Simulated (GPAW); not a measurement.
# PbSe (Clausthalite) (Fm-3m) in GPAW: notebook, part 2 of 3

GPAW 26.7.0. Earlier steps stand in the parts before.

## Step 4: Optical spectrum by the Bethe-Salpeter equation, LDA (atoms moved at random, drawn with an rms of 0.02 Å)

File run.py:

```python
import numpy as np
from ase.dft.bandgap import bandgap
from ase.io import read, write
from gpaw import GPAW, PW
from gpaw.response.bse import BSE

atoms = read('POSCAR')

calc = GPAW(mode=PW(450),
            xc='LDA',
            kpts={'size': (6, 6, 6), 'gamma': True},
            occupations={'name': 'fermi-dirac', 'width': 0.001},
            nbands=19,
            convergence={'density': 1e-06},
            maxiter=150,
            txt='gpaw.txt')
atoms.calc = calc
energy = atoms.get_potential_energy()
calc.write('gs.gpw')
write('result.traj', atoms)
print(f'Energy: {energy:.6f} eV')
print('Fermi level:', round(calc.get_fermi_level(), 4), 'eV')
print(f'Gap: {bandgap(calc)[0]:.4f} eV, direct: {bandgap(calc, direct=True)[0]:.4f} eV')

dense = calc.fixed_density(kpts={'size': (5, 5, 5), 'gamma': True},
                           nbands=56, convergence={'bands': 50},
                           update_fermi_level=True, txt='dense.txt')
dense.write('dense.gpw', mode='all')
gap = bandgap(dense, direct=True)[0]
print(f'Direct gap on the dense mesh: {gap:.4f} eV')

bse = BSE('dense.gpw',
          ecut=40,
          valence_bands=range(4, 10),
          conduction_bands=range(10, 12),
          nbands=50,
          mode='BSE',
          integrate_gamma='reciprocal',
          direction=0,
          txt='bse.txt',
          eshift=2)
bse.get_dielectric_function(w_w=np.linspace(0, 12, 241), eta=0.1, filename='bse.csv', write_eig='eig.dat')
_, energies, weights = np.loadtxt('eig.dat', unpack=True)
bright = energies[weights > 1e-3 * weights.max()]
print(f'Lowest exciton {energies.min():.4f} eV, lowest bright one {bright.min():.4f} eV')
```

File POSCAR:

```
PbSe
1.0
    0.0000000000      3.0606500000      3.0606500000
    3.0606500000      0.0000000000      3.0606500000
    3.0606500000      3.0606500000      0.0000000000
Pb Se
1 1
Direct
   -0.0007790000      0.0015560000     -0.0012740000
    0.4990180000      0.4987710000      0.4988220000
```

Potentials or basis: the program's PAW data sets (release 1.2.1) made for this functional, pw.

Command:

```bash
> OMP_NUM_THREADS=1 python run.py
```

gpaw.txt:

```text
__  _  _
 | _ |_)|_||  |
 |__||  | ||/\| - 26.7.0

Input parameters:
  mode=PW(ecut=450.00000000000006),
  convergence={'density': 1e-06},
  kpts=MonkhorstPack(size=(6, 6, 6), gamma=True),
  maxiter=150,
  nbands=19,
  occupations=Occupations(name='fermi-dirac', width=0.001),
  xc=XC(name='LDA')

Diagonalizing LCAO Hamiltonian
Converting LCAO to pw mode

                Se

       Pb

Atoms  # Å, Bohr magnetons
|   | symbol |        x |         y |        z |    initial magnetic moments |
|---|--------|----------|-----------|----------|-----------------------------|
| 0 |     Pb | 0.000863 | -0.006284 | 0.002378 | ( 0.0000,  0.0000,  0.0000) |
| 1 |     Se | 3.053283 |  3.054039 | 3.053883 | ( 0.0000,  0.0000,  0.0000) |

Unit cell  # Å
| periodic |        x |        y |        z |  lengths |    angles |
|----------|----------|----------|----------|----------|-----------|
|      yes | 0.000000 | 3.060650 | 3.060650 | 4.328413 | 60.000000 |
|      yes | 3.060650 | 0.000000 | 3.060650 | 4.328413 | 60.000000 |
|      yes | 3.060650 | 3.060650 | 0.000000 | 4.328413 | 60.000000 |

Number of symmetries: 1
Symmetry operations  # r_c * U_cc + t_c -> r_c
|   | kind |            matrix            |
|---|------|------------------------------|
| 0 |  E   |  1, 0, 0,  0, 1, 0,  0, 0, 1 |

BZ-sampling:
  Number of BZ points: 216
  Number of IBZ points: 112

  Monkhorst-Pack size: [6, 6, 6]
  Monkhorst-Pack shift: [0.08333333333333333, 0.08333333333333333, 0.08333333333333333]

K-points  # in reciprocal-cell coordinates
|     |                                coordinates |     weight |
|-----|--------------------------------------------|------------|
|   0 | (  0.00000000,   0.00000000,   0.00000000) | 0.00462963 |
|   1 | (  0.00000000,   0.00000000,   0.16666667) | 0.00925926 |
|   2 | (  0.00000000,   0.00000000,   0.33333333) | 0.00925926 |
|   3 | (  0.00000000,   0.00000000,   0.50000000) | 0.00462963 |
|   4 | (  0.00000000,   0.16666667,  -0.33333333) | 0.00925926 |
|   5 | (  0.00000000,   0.16666667,  -0.16666667) | 0.00925926 |
|   6 | (  0.00000000,   0.16666667,   0.00000000) | 0.00925926 |
|   7 | (  0.00000000,   0.16666667,   0.16666667) | 0.00925926 |
|   8 | (  0.00000000,   0.16666667,   0.33333333) | 0.00925926 |
|   9 | (  0.00000000,   0.16666667,   0.50000000) | 0.00925926 |
| ... |                                            |            |
| 111 | (  0.50000000,   0.50000000,   0.50000000) | 0.00462963 |

Plane wave coefficients: 1260
Cutoff: 450.00000000000006 eV

Spin-components: 1 (collinear spins)
Bands:           19
Projectors:      11
Spin-degeneracy: 2
Datatype:        complex128

Density:
  Valence electrons: 20.0
  Components: 1
  Grid points: [24 24 24]
  Charge: 0.0  # |e|

Potential:
  Grid points: [24 24 24]

species:
  Pb:
    name:    Lead
    Z:       82.0
    valence: 14
    core:    68
    charge:  0.0  # [|e|]
    compensation charges:
      type: gauss
      rc: 0.38  # [Å]
      lmax: 2
    cutoffs:
      filter: 2.36  # [Å]
      core: 2.43  # [Å]
    projectors
    | kind |    occ | energy [eV] | rcut [Å] |
    |------|--------|-------------|----------|
    |   6s |  2.000 |     -12.249 |    1.259 |
    |   6p |  2.000 |      -3.713 |    1.275 |
    |   5d | 10.000 |     -21.326 |    1.217 |
    |    s |        |      14.962 |    1.259 |
    |    p |        |      23.498 |    1.275 |
    |    d |        |       5.885 |    1.217 |

    Using partial waves for Pb as LCAO basis

  Se:
    name:    Selenium
    Z:       34.0
    valence: 6
    core:    28
    charge:  0.0  # [|e|]
    compensation charges:
      type: gauss
      rc: 0.27  # [Å]
      lmax: 2
    cutoffs:
      filter: 1.77  # [Å]
      core: 2.67  # [Å]
    projectors
    | kind |    occ | energy [eV] | rcut [Å] |
    |------|--------|-------------|----------|
    |   4s |  2.000 |     -17.472 |    0.847 |
    |   4p |  4.000 |      -6.656 |    1.005 |
    |    s |        |       9.739 |    0.847 |
    |    p |        |      20.555 |    1.005 |
    |    d |        |       0.000 |    0.847 |

    Using partial waves for Se as LCAO basis

Reference energy: -632988.107271  # eV

eigensolver:
  PPCG
  Converge bands: occupied
  niter=2

density mixing:
  MSR1-Mixer
  Pratt-step length: 0.05
  Maximum mixing coefficient: 0.75
  Old densities: 10
  SVD Regularization: 0.005
  Good broyden scale: 1.0
  Trust region scale: 1.0
  Backstep threshold: 4.0
  History deletion threshold: 6.0
  Fourier metric: weight=20.0, sigma=0.015

occupation numbers:
  Fermi-Dirac:
    width: 0.0010  # eV

poisson solver:
  ecut: 3600.0000000000005  # eV

xc functional:
  name: None

convergence criteria:
- Maximum integral of absolute [dens]ity change: 1e-06 electrons / valence electron
- Maximum [total energy] change in last 3 cyles: 0.0005 eV / valence electron
- Maximum integral of absolute [eigenst]ate change: 4e-08 eV^2 / valence electron
maximum number of iterations: 150

SCF iterations
|iter     | |      energy | eigst |  dens |
|---------|-|-------------|-------|-------|
|iter:   1| |   -9.924810 | -0.27 |       |
|iter:   2| |   -9.867211 | -2.15 | -1.25 |
|iter:   3| |   -9.675442 | -2.06 | -1.30 |
|iter:   4| |   -9.673447 | -4.02 | -1.92 |
|iter:   5| |   -9.673140c| -4.76 | -2.33 |
|iter:   6| |   -9.673141c| -5.90 | -3.35 |
|iter:   7| |   -9.673142c| -6.91 | -3.91 |
|iter:   8| |   -9.673142c| -7.82c| -4.57 |
|iter:   9| |   -9.673142c| -8.06c| -5.28 |
|iter:  10| |   -9.673142c| -8.74c| -5.93 |
|iter:  11| |   -9.673142c| -9.03c| -6.76c|

Converged in 11 steps
Energy contributions relative to reference atoms: (reference = -632988.107271)

Energy contributions:
  Kinetic:          14.924334
  Coulomb:         -15.597790
  Zero:             -0.058354
  External:          0.000000
  Xc:               -8.941331
  Entropy:          -0.000000
  Spinorbit:         0.000000
  ----------------------------
  Free energy:      -9.673142
  Extrapolated:     -9.673142

dipole moment: (0.008650, 25.869475, 0.033308)  # |e|*Ang

Fermi level: 5.893
Eigenvalues  # (at kpt = [0.000, 0.000, 0.000])
| band index |      eig [eV] | occ [0-2] |
|------------|---------------|-----------|
|          0 |       -10.965 |     2.000 |
|        ... |               |           |
|          2 |       -10.957 |     2.000 |
|          3 |       -10.957 |     2.000 |
|          4 |       -10.957 |     2.000 |
|          5 |        -7.859 |     2.000 |
|          6 |        -0.616 |     2.000 |
|          7 |         3.894 |     2.000 |
[... 9 lines left out ...]
|         17 |        14.043 |     0.000 |
|         18 |        14.803 |     0.000 |

Gap: 0.144 eV
Transition (v -> c):
  (s=0, k=3, n=9, [0.00, 0.00, 0.50]) -> (s=0, k=3, n=10, [0.00, 0.00, 0.50])
No difference between direct/indirect transitions
# Writing to gs.gpw (mode='')
```

Run time: 21 min. Hardware: 1 thread of Arm Neoverse V1, shared host; peak memory 0.59 GiB.

What came out:

| Property | Result |
| --- | --- |
| Free energy | -9.6731 eV |
| Band gap on the k mesh, mean-field level | 0.14 eV, direct |
| Exciton binding energy | 0.07 eV |

Lowest exciton energies (eV): 3.05, 3.05, 3.05, 3.05, 3.05, 3.06, 3.06, 3.06

Caveat: the band lists can cut through equal levels, which moves peak heights; the k mesh is coarse; on so coarse a mesh excitons come out too strongly bound; on this mesh the treatment of q = 0 moves the result by about a tenth of an eV; the long-wavelength limit can be off by a per cent or two; the static dielectric constant lacks the antiresonant part and is too small; spectra need much finer meshes, so this one isn't converged; spin-orbit coupling is left out, which as a rule narrows the gap of such compounds by several tenths of an eV; an odd mesh through Γ misses points on the zone boundary, where band edges often lie.

## Step 5: Elastic constants, RPBE, 28.67 Å³/atom

File run.py:

```python
import json
import numpy as np
import spglib
from ase import Atoms
from ase.constraints import FixSymmetry
from ase.filters import FrechetCellFilter
from ase.io import read, write
from ase.optimize import BFGS
from ase.stress import full_3x3_to_voigt_6_stress, voigt_6_to_full_3x3_strain, voigt_6_to_full_3x3_stress
from ase.units import GPa
from gpaw import GPAW, PW

atoms = read('PbSe.cif')
cell, positions, numbers = spglib.find_primitive(
    (atoms.cell[:], atoms.get_scaled_positions(), atoms.numbers), symprec=1e-4)
atoms = Atoms(numbers, cell=cell, scaled_positions=positions, pbc=True)

calc = GPAW(mode=PW(330),
            xc='RPBE',
            kpts={'size': (8, 8, 8), 'gamma': True},
            occupations={'name': 'methfessel-paxton', 'width': 0.005},
            nbands=19,
            convergence={'density': 1e-06, 'eigenstates': 1e-09},
            maxiter=60,
            txt='gpaw.txt')
atoms.calc = calc
atoms.set_constraint(FixSymmetry(atoms))
BFGS(FrechetCellFilter(atoms), trajectory='relax.traj', logfile='-').run(fmax=0.005, steps=40)
atoms.set_constraint()
energy = atoms.get_potential_energy()
forces = atoms.get_forces()
stress = atoms.get_stress()
calc.write('gs.gpw')
write('result.traj', atoms)
print('Cell:', atoms.cell.cellpar().round(4))
print(atoms.get_scaled_positions().round(5))

gpts = tuple(int(n) for n in calc.get_number_of_grid_points())
cell = atoms.cell[:].T
dataset = spglib.get_symmetry((atoms.cell[:], atoms.get_scaled_positions(), atoms.numbers), symprec=1e-4)
rotations = [cell @ w @ np.linalg.inv(cell) for w in dataset['rotations']]
strains, clamped, relaxed = [], [], []
for v in [0, 3]:
    for e in (-0.01, 0.01):
        voigt = np.zeros(6)
        voigt[v] = e
        F = voigt_6_to_full_3x3_strain(voigt)
        a = atoms.copy()
        a.set_cell(atoms.cell[:] @ F, scale_atoms=True)
        c = GPAW(mode=PW(330),
                 xc='RPBE',
                 kpts={'size': (8, 8, 8), 'gamma': True},
                 occupations={'name': 'methfessel-paxton', 'width': 0.005},
                 nbands=19,
                 convergence={'density': 1e-06, 'eigenstates': 1e-09},
                 maxiter=60,
                 gpts=gpts,
                 txt=f'strain-{v}{e:+.3f}.txt')
        a.calc = c
        s0 = s1 = a.get_stress() - stress
        BFGS(a, logfile=None).run(fmax=0.003, steps=25)
        s1 = a.get_stress() - stress
        print(v, e, 'clamped', (s0 / GPa).round(3), 'relaxed', (s1 / GPa).round(3), flush=True)
        for R in rotations:  # images under the point group
            eps = R @ (F - np.eye(3)) @ R.T
            strains.append(full_3x3_to_voigt_6_stress(eps) * [1, 1, 1, 2, 2, 2])
            for s, rows in ((s0, clamped), (s1, relaxed)):
                rows.append(full_3x3_to_voigt_6_stress(R @ voigt_6_to_full_3x3_stress(s) @ R.T))

C0, C = (np.linalg.lstsq(np.array(strains), np.array(s), rcond=None)[0].T / GPa for s in (clamped, relaxed))
print('Clamped-ion Cij (GPa):')
print(C0.round(1))
print('Relaxed-ion Cij (GPa):')
print(C.round(1))
json.dump({'clamped': C0.tolist(), 'relaxed': C.tolist()}, open('elastic.json', 'w'))
```

File PbSe.cif:

```cif
data_PbSe
_cell_length_a 6.12130000
_cell_length_b 6.12130000
_cell_length_c 6.12130000
_cell_angle_alpha 90.00000000
_cell_angle_beta 90.00000000
_cell_angle_gamma 90.00000000
_space_group_name_H-M_alt 'Fm-3m'
_space_group_name_Hall '-F 4 2 3'
_space_group_IT_number 225
loop_
_space_group_symop_operation_xyz
'x,y,z'
'-x,-y,-z'
'-y,x,z'
'y,-x,-z'
'-x,-y,z'
'x,y,-z'
'y,-x,z'
'-y,x,-z'
'x,-y,-z'
'-x,y,z'
'-y,-x,-z'
'y,x,z'
'-x,y,-z'
'x,-y,z'
'y,x,-z'
'-y,-x,z'
'z,x,y'
'-z,-x,-y'
'z,-y,x'
'-z,y,-x'
'z,-x,-y'
'-z,x,y'
'z,y,-x'
'-z,-y,x'
'-z,x,-y'
'z,-x,y'
'-z,-y,-x'
'z,y,x'
'-z,-x,y'
'z,x,-y'
'-z,y,x'
'z,-y,-x'
'y,z,x'
'-y,-z,-x'
'x,z,-y'
'-x,-z,y'
'-y,z,-x'
'y,-z,x'
'-x,z,y'
'x,-z,-y'
'-y,-z,x'
'y,z,-x'
'-x,-z,-y'
'x,z,y'
'y,-z,-x'
'-y,z,x'
'x,-z,y'
'-x,z,-y'
'x,y+1/2,z+1/2'
'-x,-y+1/2,-z+1/2'
'-y,x+1/2,z+1/2'
[... 62 lines left out ...]
'-z+1/2,-x,-y+1/2'
'z+1/2,-y,x+1/2'
'-z+1/2,y,-x+1/2'
'z+1/2,-x,-y+1/2'
'-z+1/2,x,y+1/2'
'z+1/2,y,-x+1/2'
'-z+1/2,-y,x+1/2'
'-z+1/2,x,-y+1/2'
'z+1/2,-x,y+1/2'
'-z+1/2,-y,-x+1/2'
'z+1/2,y,x+1/2'
'-z+1/2,-x,y+1/2'
'z+1/2,x,-y+1/2'
'-z+1/2,y,x+1/2'
'z+1/2,-y,-x+1/2'
'y+1/2,z,x+1/2'
'-y+1/2,-z,-x+1/2'
'x+1/2,z,-y+1/2'
'-x+1/2,-z,y+1/2'
'-y+1/2,z,-x+1/2'
'y+1/2,-z,x+1/2'
'-x+1/2,z,y+1/2'
'x+1/2,-z,-y+1/2'
'-y+1/2,-z,x+1/2'
'y+1/2,z,-x+1/2'
'-x+1/2,-z,-y+1/2'
'x+1/2,z,y+1/2'
'y+1/2,-z,-x+1/2'
'-y+1/2,z,x+1/2'
'x+1/2,-z,y+1/2'
'-x+1/2,z,-y+1/2'
'x+1/2,y+1/2,z'
'-x+1/2,-y+1/2,-z'
'-y+1/2,x+1/2,z'
'y+1/2,-x+1/2,-z'
'-x+1/2,-y+1/2,z'
'x+1/2,y+1/2,-z'
'y+1/2,-x+1/2,z'
'-y+1/2,x+1/2,-z'
'x+1/2,-y+1/2,-z'
'-x+1/2,y+1/2,z'
'-y+1/2,-x+1/2,-z'
'y+1/2,x+1/2,z'
'-x+1/2,y+1/2,-z'
'x+1/2,-y+1/2,z'
'y+1/2,x+1/2,-z'
'-y+1/2,-x+1/2,z'
'z+1/2,x+1/2,y'
'-z+1/2,-x+1/2,-y'
'z+1/2,-y+1/2,x'
'-z+1/2,y+1/2,-x'
'z+1/2,-x+1/2,-y'
'-z+1/2,x+1/2,y'
'z+1/2,y+1/2,-x'
'-z+1/2,-y+1/2,x'
'-z+1/2,x+1/2,-y'
'z+1/2,-x+1/2,y'
'-z+1/2,-y+1/2,-x'
'z+1/2,y+1/2,x'
'-z+1/2,-x+1/2,y'
'z+1/2,x+1/2,-y'
'-z+1/2,y+1/2,x'
'z+1/2,-y+1/2,-x'
'y+1/2,z+1/2,x'
'-y+1/2,-z+1/2,-x'
'x+1/2,z+1/2,-y'
'-x+1/2,-z+1/2,y'
'-y+1/2,z+1/2,-x'
'y+1/2,-z+1/2,x'
'-x+1/2,z+1/2,y'
'x+1/2,-z+1/2,-y'
'-y+1/2,-z+1/2,x'
'y+1/2,z+1/2,-x'
'-x+1/2,-z+1/2,-y'
'x+1/2,z+1/2,y'
'y+1/2,-z+1/2,-x'
'-y+1/2,z+1/2,x'
'x+1/2,-z+1/2,y'
'-x+1/2,z+1/2,-y'
loop_
_atom_site_label
_atom_site_type_symbol
_atom_site_symmetry_multiplicity
_atom_site_Wyckoff_symbol
_atom_site_fract_x
_atom_site_fract_y
_atom_site_fract_z
_atom_site_occupancy
Pb1 Pb 4 a 0.0000000000 0.0000000000 0.0000000000 1
Se1 Se 4 b 0.5000000000 0.0000000000 0.0000000000 1
```

Command:

```bash
> OMP_NUM_THREADS=1 python run.py
```

It took 94 s on 1 thread of Arm Neoverse V2, shared host; peak memory 0.27 GiB.

The run converged, but some of its settings lie outside the range that counts as converged, so its numbers aren't taken as properties of the crystal.

What came out:

```
Free energy                                  : -7.3561 eV
Relaxed volume                               : 29.02 Å³/atom
Relaxed cell                                 : a = 4.346 Å, b = 4.346 Å, c = 4.346 Å, α = 60.00°, β = 60.00°, γ = 60.00°
Space group after relaxing (to 0.05 Å)       : Fm-3m (No. 225)
Pressure after relaxing                      : 0.0 GPa
Band gap on the k mesh                       : 0.38 eV, direct
Elastic constants C11, C12, C44              : 135, 11, 17 GPa
Voigt bulk modulus                           : 53 GPa
Bulk modulus (Hill)                          : 53 GPa
Shear modulus (Hill)                         : 29 GPa
Young's modulus                              : 74 GPa
Poisson's ratio (from the elastic constants) : 0.27
```

Caveat: the cutoff is short for stress and forces, so pressures can be off by a GPa or more; the density grid can change from cell to cell, which puts small steps into energies and stress; spin-orbit coupling is left out, which as a rule narrows the gap of such compounds by several tenths of an eV.

(Part 2 of 3 ends here.)
